**Question**

The table holds period-6 elements, all placed in the hexagonal close-packed (hcp) structure and treated with a hybrid functional. For tantalum and tungsten only the cell shape c/a, the ratio of height to in-plane edge, is known. Predict their volume per atom, shortest interatomic distance, number of d electrons and density of states at the Fermi level, each with a range. Rows marked as unpolarised were run without spin, so their non-magnetic state is assumed.

Period-6 elements in the hcp structure (space group 194), computed with Ansatz 0.2.0 using plane-wave PAW and scalar-relativistic HSE06, in cells relaxed to nearly zero pressure. The plane-wave cutoff is 420 eV, the Gaussian smearing 0.05 eV and the k mesh 6×6×4 to 8×8×6. A formula unit is one atom, and Loewdin populations refer to the free atom's shells.

```
element   Z  group (f elements as 3)   c/a  states at the Fermi level (1/(eV formula unit))  volume (Å³/atom)  shortest distance from M (Å)  magnetic order of the run  Loewdin d electrons on M (e)
     Cs  55                        1  1.63                                              1.3             122.8                          5.58            unpolarised run                          0.00
     La  57                        3  1.62                                              2.6             39.32                          3.81            unpolarised run                          2.35
     Eu  63                        3  1.63                                              1.1             51.13                          4.17              ferromagnetic                          1.15
     Gd  64                        3  1.62                                              0.4             34.69                          3.65              ferromagnetic                          2.16
     Ta  73                        5  1.79                                                ?                 ?                             ?                          ?                             ?
      W  74                        6  1.81                                                ?                 ?                             ?                          ?                             ?
     Ir  77                        9  1.60                                              1.1             14.05                          2.69            unpolarised run                          7.86
     Hg  80                       12  1.61                                              0.0             31.01                          3.51            unpolarised run                          9.99
     Tl  81                       13  1.83                                              0.5             30.72                          3.38            unpolarised run                          9.97
     Pb  82                       14  1.56                                              0.5             31.12                          3.48            unpolarised run                          9.99
```

**Model answer**

Count the electrons that can bond, not the group. Europium and gadolinium share group 3 in the table, yet europium takes up 47% more volume. In the same calculations both atoms carry seven 4f electrons of parallel spin, which stay out of the bonding. That leaves europium two valence electrons and gadolinium three, and europium has about one d electron fewer. Neither row was tested for a lower state, but a half-filled 4f shell is what chemistry expects of both.

Next ask what an added d electron does. Theory says that the lower half of a d band consists of bonding states and the upper half of antibonding ones, so cohesion is strongest near half filling. Meanwhile each step to the right adds a nuclear charge that the d electrons screen poorly, and the atom itself shrinks. The two effects together put the smallest volume somewhat past half filling. Osmium and iridium, with eight and nine valence electrons, are known to be almost equally dense, so I place the minimum at 8.5.

A second contraction comes from the 4f shell, which also screens the nucleus poorly. From lanthanum to gadolinium seven 4f electrons and seven protons are added, the valence count stays at three, and the volume drops by 12%. The shell is full before tantalum is reached, so tantalum and tungsten start from a smaller atom than gadolinium does.

Near a minimum a smooth curve is a parabola, and I assume that this shape holds along the whole left flank. With volume $V$ in cubic angstrom per atom, $N$ valence electrons and $f$ empty places in the 4f shell,

$$\ln V = A + B\,(N-8.5)^2 + C f .$$

The three constants were fitted to lanthanum, europium, gadolinium and iridium, the known rows with a partly filled d band. For tungsten $N=6$ and $f=0$, so

$$\ln V = 2.629 + 0.0284\times 6.25 \approx 2.81 ,$$

which gives a volume of about 16.5. Three constants on four rows are a weak test, so the range comes from leaving out each row in turn: the fit to the other rows typically misses the omitted volume by a factor of 1.15.

The distance follows by geometry. At the ideal c/a of 1.63 an atom has twelve equal neighbours. Both metals are stretched beyond that, so the shortest contact is the edge $a$ within a layer, and

$$a=\left(\frac{4V}{\sqrt3\,(c/a)}\right)^{1/3}.$$

For the d electrons, a straight line through the same four rows has a slope close to one, so nearly every added valence electron is counted as d. Its range is a judgement, narrower than the leave-one-out error because both metals lie between fitted rows. For the density of states, I take ten d states spread over a band expected to be roughly 10 eV wide, or one state per eV and atom. Peaks and dips within the band can easily change that by a factor of two.

The forecasts are:

- Volume: tantalum about 19.6 (17 to 23), tungsten about 16.5 (14 to 19) cubic angstrom per atom.
- Shortest distance: tantalum about 2.94 (2.80 to 3.10), tungsten about 2.76 (2.61 to 2.89) angstrom.
- d electrons: tantalum about 4.1 (3.7 to 4.5), tungsten about 5.0 (4.6 to 5.4).
- States at the Fermi level: both are metals with about 1 per eV and atom (0.5 to 2).

**The computed values**

The withheld rows as computed:

```
element   Z  group (f elements as 3)   c/a  states at the Fermi level (1/(eV formula unit))  volume (Å³/atom)  shortest distance from M (Å)  magnetic order of the run  Loewdin d electrons on M (e)
     Ta  73                        5  1.79                                              1.0             18.47                          2.88            unpolarised run                          4.08
      W  74                        6  1.81                                              0.6             16.25                          2.75            unpolarised run                          4.99
```

**Remarks on the reasoning**

All the computed values fall within the forecast ranges. The forecast volume is 6% above the computed one for tantalum and 2% above it for tungsten. The distances are closer still, but they earn no separate credit: a length varies as the cube root of a volume, so its relative error is about a third as large.

The volumes show how uneven the contraction is. From gadolinium to tungsten, three more valence electrons and the rest of the 4f shell cut the volume by more than half. The next three electrons, from tungsten to iridium, remove only about 14%. A candidate who let the volume shrink by a constant fraction per valence electron, fitted to the same four rows, would have put tantalum 51% too high, because such a rule spreads evenly what really happens early.

Tantalum's miss points the same way. Its computed volume has already fallen further than the parabola allows, and the step on to tungsten is correspondingly smaller. The miss is well inside the forecast range, though, and with three constants fitted to four rows it cannot be given a cause of its own.

The d populations agree to within 0.1 electron. Tungsten has six valence electrons and about five of them are counted as d, so its d shell is close to half full. Such populations depend on the atomic shells used for the count. Here neither metal is given a 6p shell, so charge of 6p character can be counted as d. The numbers are sound for comparing neighbours, less so as absolute charges.

The density of states is the weakest forecast. The estimate matches tantalum but is well above tungsten's 0.6. An average over the band gives the right size and cannot tell one metal from the next. The mesh is coarse for metals, so the difference between the two should not be given a cause without a finer calculation. Hybrid functionals also tend to make the bands of metals too wide, so both computed values may be somewhat low.

Mercury shows where the method stops. With twelve valence electrons it lies as far above 8.5 as tantalum lies below, so the formula would give both the same volume. The computed volume of mercury is 1.58 times that value. Its d shell is full and its outer s shell nearly so, which leaves little to bond with, and the calculation finds no states at the Fermi level. Real mercury is a metal and clearly denser, so part of the factor 1.58 is an error of the calculation and not a failure of the formula. Hybrid functionals are known to bind mercury too weakly, and spin-orbit coupling is left out.

The rule is therefore meant for metals with a partly filled d band, and its forecasts were tested here only to the left of the minimum. Count the valence electrons outside the 4f shell, then ask how far they are from the minimum. The full fits are in the printed output below. What the rule leaves open is the shape of the cell. Tantalum and tungsten stretch to a c/a near 1.8 while iridium stays at 1.60. Tantalum and tungsten are body-centred cubic in nature, so their hcp cells are hypothetical. Thallium, whose d shell is full, stretches just as far in this calculation, but real thallium is hcp with a c/a of roughly 1.6. Its computed elongation is therefore a doubtful guide, and these results do not show whether it shares a cause with that of tantalum and tungsten.

Output of the analysis:

```
fit of log(V) on 4 rows (dm == 1): constant 2.629 +/- 0.035, coefficient of off2 0.02841 +/- 0.0016, coefficient of fhole 0.01262 +/- 0.005; rms 0.0179, worst Gd 0.0302, leave-one-out rms 0.142
  rows outside the fit (model, value, miss): Cs 4.404, 4.811, -0.407; Ta 2.977, 2.916, 0.0607; W 2.806, 2.788, 0.0183; Hg 2.977, 3.434, -0.457; Tl 3.204, 3.425, -0.221; Pb 3.488, 3.438, 0.0504
fit of log(V) on 4 rows (dm == 1): constant 4.205 +/- 0.34, coefficient of val -0.1753 +/- 0.043, coefficient of fhole -0.001627 +/- 0.024; rms 0.0767, worst Gd 0.121, leave-one-out rms 1.11
  rows outside the fit (model, value, miss): Cs 4.007, 4.811, -0.803; Ta 3.329, 2.916, 0.413; W 3.153, 2.788, 0.365; Hg 2.101, 3.434, -1.33; Tl 1.926, 3.425, -1.5; Pb 1.751, 3.438, -1.69
fit of n_d on 4 rows (dm == 1): constant -0.6433 +/- 0.12, coefficient of val 0.9467 +/- 0.024; rms 0.0937, worst La -0.153, leave-one-out rms 0.532
  rows outside the fit (model, value, miss): Cs 0.3033, 0, 0.303; Ta 4.09, 4.08, 0.01; W 5.037, 4.99, 0.0467; Hg 10.72, 9.99, 0.727; Tl 11.66, 9.97, 1.69; Pb 12.61, 9.99, 2.62
Volume of Eu over that of Gd: 1.474
Volume change from La to Gd in percent: -11.78
Volume of Ir over that of Gd: 0.405
Model volume less computed for La, Eu, Gd, Ir in percent: La -0.6688, Eu -1.664, Gd 3.066, Ir -0.6688
Leave-one-out factor on the volume: 1.153
Forecast volume of Ta and W in cubic angstrom per atom: Ta 19.63, W 16.55
Rival forecast without a minimum for Ta and W in cubic angstrom per atom: Ta 27.9, W 23.42
Computed volume of Ta and W in cubic angstrom per atom: Ta 18.47, W 16.25
Forecast less computed volume of Ta and W in percent: Ta 6.259, W 1.846
Rival less computed volume of Ta and W in percent: Ta 51.07, W 44.09
Forecast shortest distance of Ta and W in angstrom: Ta 2.936, W 2.764
Forecast less computed shortest distance of Ta and W in angstrom: Ta 0.05648, W 0.01401
Mean density of ten d states over 10 eV in states per eV and atom: 1
Computed states at the Fermi level of Ta and W per eV and atom: Ta 1, W 0.6
Computed volume of Hg over the d-band model's value: 1.58
```
